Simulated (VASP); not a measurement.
## CdS (strained zincblende): a PBE single-point calculation in VASP

INCAR

```
EDIFF = 1E-7
ISIF = 2
LWAVE = .FALSE.
LCHARG = .TRUE.
LREAL = .FALSE.
NSW = 0
ENCUT = 520
LELF = .TRUE.
PREC = Accurate
SIGMA = 0.02
IBRION = -1
NELM = 120
GGA = PE
ISMEAR = -1
NBANDS = 16
LASPH = .TRUE.
```

KPOINTS

```
KPOINTS created by Atomic Simulation Environment
0
Gamma
8 8 8
0 0 0
```

KPOINTS_OPT

```
special points
6
Reciprocal
0.0000000000 0.0000000000 0.0000000000 1
-0.5000000000 -0.5000000000 0.0000000000 1
-0.3750000000 -0.3750000000 0.2500000000 1
-0.3750000000 0.0000000000 0.3750000000 1
0.0000000000 0.0000000000 0.5000000000 1
-0.5000000000 -0.2500000000 0.2500000000 1
```

POSCAR

```
Cd S
 1.0000000000000000
     0.0000000000000000    3.0567834368000000    2.7523563374000002
     3.0567834368000000    0.0000000000000000    2.7523563374000002
     3.0567834368000000    3.0567834368000000    0.0000000000000000
 Cd  S
   1   1
Cartesian
  0.0000000000000000  0.0000000000000000  0.0000000000000000
  1.5283917184000000  1.5283917184000000  1.3761781687000001
```

VASP ran with the recommended PBE PAW datasets (18 valence electrons in the cell).

Command

```
mpirun -np 1 vasp_std
```

From OUTCAR

```
k-points           NKPTS =     59   k-points in BZ     NKDIM =     59   number of bands    NBANDS=     16

   NELECT =      18.0000    total number of electrons

   dimension x,y,z NGX =    32 NGY =   32 NGZ =   32
   dimension x,y,z NGXF=    64 NGYF=   64 NGZF=   64

  energy-cutoff  :      520.00
  volume of cell :       51.44
      direct lattice vectors                 reciprocal lattice vectors
     0.000000000  3.056783437  2.752356337    -0.163570632  0.163570632  0.181662524
     3.056783437  0.000000000  2.752356337     0.163570632 -0.163570632  0.181662524
     3.056783437  3.056783437  0.000000000     0.163570632  0.163570632 -0.181662524

 k-points in reciprocal lattice and weights: KPOINTS created by Atomic Simulation Env
   0.00000000  0.00000000  0.00000000       0.002
   0.12500000  0.00000000  0.00000000       0.016
   0.25000000  0.00000000  0.00000000       0.016
   0.37500000  0.00000000  0.00000000       0.016
   0.50000000  0.00000000  0.00000000       0.008
   0.12500000  0.12500000  0.00000000       0.004
   0.25000000  0.12500000  0.00000000       0.016
   0.37500000  0.12500000  0.00000000       0.016
   ...

 E-fermi :   1.5220

 k-point     1 :       0.0000    0.0000    0.0000
  band No.  band energies     occupation
      1     -11.1254      2.00000
      2      -6.6012      2.00000
      3      -6.6012      2.00000
      4      -6.5504      2.00000
      5      -6.1854      2.00000
      6      -6.1502      2.00000
      7       0.9098      2.00000
      8       0.9098      2.00000
      9       1.1591      2.00000
     10       2.0480      0.00000
     11       7.6222      0.00000
     12       7.6222      0.00000
     13       7.6267      0.00000
     14      11.7539      0.00000
     15      12.1208      0.00000
     16      12.8724      0.00000

 k-point     2 :       0.1250    0.0000    0.0000
  band No.  band energies     occupation
      1     -11.0670      2.00000
      2      -6.5822      2.00000
      3      -6.5655      2.00000
      4      -6.5172      2.00000
      5      -6.1823      2.00000
      6      -6.1533      2.00000
      7      -0.0173      2.00000
      8       0.7831      2.00000
      9       0.9888      2.00000
     10       2.8982      0.00000
     11       7.2654      0.00000
     12       7.7598      0.00000
     13       7.8962      0.00000
     14      11.3493      0.00000
     15      11.8983      0.00000
     16      13.0748      0.00000

 k-point     3 :       0.2500    0.0000    0.0000
  band No.  band energies     occupation
      1     -10.9254      2.00000
      2      -6.5436      2.00000
      3      -6.5056      2.00000
      4      -6.3620      2.00000
      5      -6.1650      2.00000
      6      -6.1530      2.00000
      7      -1.4030      2.00000
      8       0.4965      2.00000
      9       0.7719      2.00000
     10       3.6932      0.00000
     11       7.1366      0.00000
     12       7.8746      0.00000
     13       8.4132      0.00000
     14      11.4466      0.00000
     15      11.4683      0.00000
     16      12.7813      0.00000

 k-point     4 :       0.3750    0.0000    0.0000
  band No.  band energies     occupation
      1     -10.7838      2.00000
      2      -6.5175      2.00000
      3      -6.4640      2.00000
      4      -6.1754      2.00000
      5      -6.1314      2.00000
      6      -6.0284      2.00000
      7      -2.6051      2.00000
      8       0.2301      2.00000
      9       0.5741      2.00000
     10       3.8912      0.00000
     11       7.7476      0.00000
     12       7.7670      0.00000
     13       8.6897      0.00000
     14      11.6298      0.00000
     15      12.5794      0.00000
     16      12.7066      0.00000

 k-point     5 :       0.5000    0.0000    0.0000
  band No.  band energies     occupation
      1     -10.7255      2.00000
      2      -6.5107      2.00000
      3      -6.4503      2.00000
      4      -6.1603      2.00000
      5      -6.1124      2.00000
      6      -5.8270      2.00000
      7      -3.1443      2.00000
      8       0.1242      2.00000
      9       0.4958      2.00000
     10       3.8808      0.00000
     11       7.6590      0.00000
     12       8.2846      0.00000
     13       8.6425      0.00000
     14      11.8650      0.00000
     15      13.1072      0.00000
     16      13.8245      0.00000

 k-point     6 :       0.1250    0.1250    0.0000
  band No.  band energies     occupation
      1     -11.0404      2.00000
      2      -6.5627      2.00000
      3      -6.5627      2.00000
      4      -6.5132      2.00000
      5      -6.1694      2.00000
      6      -6.1577      2.00000
      7       0.1030      2.00000
      8       0.5916      2.00000
      9       0.5916      2.00000
     10       3.2880      0.00000
     11       6.7785      0.00000
     12       7.9655      0.00000
     13       7.9655      0.00000
     14      11.6423      0.00000
     15      11.9047      0.00000
     16      13.8266      0.00000

 k-point     7 :       0.2500    0.1250    0.0000
  band No.  band energies     occupation
      1     -10.9226      2.00000
      2      -6.5186      2.00000
      3      -6.5178      2.00000
      4      -6.4133      2.00000
      5      -6.1493      2.00000
      6      -6.1486      2.00000
      7      -0.9998      2.00000
      8       0.2673      2.00000
      9       0.4750      2.00000
     10       4.0542      0.00000
     11       6.3690      0.00000
     12       8.2494      0.00000
     13       8.3639      0.00000
     14      10.9299      0.00000
     15      12.0668      0.00000
     16      13.4790      0.00000

 k-point     8 :       0.3750    0.1250    0.0000
  band No.  band energies     occupation
      1     -10.7831      2.00000
      2      -6.4857      2.00000
      3      -6.4720      2.00000
      4      -6.2654      2.00000
      5      -6.1211      2.00000
      6      -6.0220      2.00000
      7      -2.2154      2.00000
      8       0.0061      2.00000
      9       0.2628      2.00000
     10       4.3665      0.00000
     11       6.8670      0.00000
     12       8.2166      0.00000
     13       8.3776      0.00000
     14      11.2286      0.00000
     15      12.9680      0.00000
     16      13.3046      0.00000

 k-point     9 :       0.5000    0.1250    0.0000
  band No.  band energies     occupation
      1     -10.7039      2.00000
      2      -6.4766      2.00000
      3      -6.4449      2.00000
      4      -6.2016      2.00000
      5      -6.1111      2.00000
      6      -5.7934      2.00000
      7      -2.9799      2.00000
      8      -0.0591      2.00000
      9       0.0460      2.00000
     10       4.3808      0.00000
     11       7.4489      0.00000
     12       8.0601      0.00000
     13       8.5799      0.00000
     14      11.7862      0.00000
     15      13.6329      0.00000
     16      13.7498      0.00000

 k-point    10 :      -0.3750    0.1250    0.0000
  band No.  band energies     occupation
      1     -10.7299      2.00000
      2      -6.4855      2.00000
      3      -6.4410      2.00000
      4      -6.1694      2.00000
      5      -6.1389      2.00000
      6      -5.9061      2.00000
      7      -2.7795      2.00000
      8      -0.0312      2.00000
      9       0.1030      2.00000
     10       4.4257      0.00000
     11       7.3648      0.00000
     12       8.0274      0.00000
     13       8.6762      0.00000
     14      12.1990      0.00000
     15      12.3953      0.00000
     16      13.5241      0.00000

 k-point    11 :      -0.2500    0.1250    0.0000
  band No.  band energies     occupation
      1     -10.8469      2.00000
      2      -6.5158      2.00000
      3      -6.4577      2.00000
      4      -6.2352      2.00000
      5      -6.1764      2.00000
      6      -6.1558      2.00000
      7      -1.8324      2.00000
      8       0.1155      2.00000
      9       0.4134      2.00000
     10       4.3067      0.00000
     11       7.2050      0.00000
     12       8.0741      0.00000
     13       8.1140      0.00000
     14      10.9053      0.00000
     15      12.1862      0.00000
     16      13.9770      0.00000

 k-point    12 :      -0.1250    0.1250    0.0000
  band No.  band energies     occupation
      1     -10.9871      2.00000
      2      -6.5597      2.00000
      3      -6.4940      2.00000
      4      -6.4618      2.00000
      5      -6.1892      2.00000
      6      -6.1537      2.00000
      7      -0.7571      2.00000
      8       0.5389      2.00000
      9       0.7034      2.00000
     10       3.6157      0.00000
     11       7.2178      0.00000
     12       7.9139      0.00000
     13       8.0000      0.00000
     14      10.6795      0.00000
     15      11.5882      0.00000
     16      14.0098      0.00000

 ...

  Total        0.0439404      0.0439404      0.5473029      0.0000000      0.0000000      0.0000000
  in kB        1.3687071      1.3687071     17.0480367      0.0000000      0.0000000      0.0000000
  external PRESSURE =       6.5951503 kB  Pullay stress =       0.0000000 kB

 POSITION                                       TOTAL-FORCE (eV/Angst)
 -----------------------------------------------------------------------------------
      0.00000      0.00000      0.00000        -0.000000     -0.000000      0.000000
      1.52839      1.52839      1.37618         0.000000      0.000000     -0.000000
 -----------------------------------------------------------------------------------
    total drift:                               -0.000000     -0.000000     -0.000001

  FREE ENERGIE OF THE ION-ELECTRON SYSTEM (eV)
  ---------------------------------------------------
  free  energy   TOTEN  =        -6.1258584333 eV

  energy  without entropy=       -6.1258584333  energy(sigma->0) =       -6.12585843
```

```json
{
 "gap between bands v and c": "0.89 eV",
 "least direct gap": "0.89 eV",
 "pressure": "0.7 GPa"
}
```

Band v is the last that the valence electrons fill when counted band by band, and c is the next.

The run took about 29 s on one core of a shared host (Intel Xeon Platinum 8488C) and held 0.22 GiB at most.
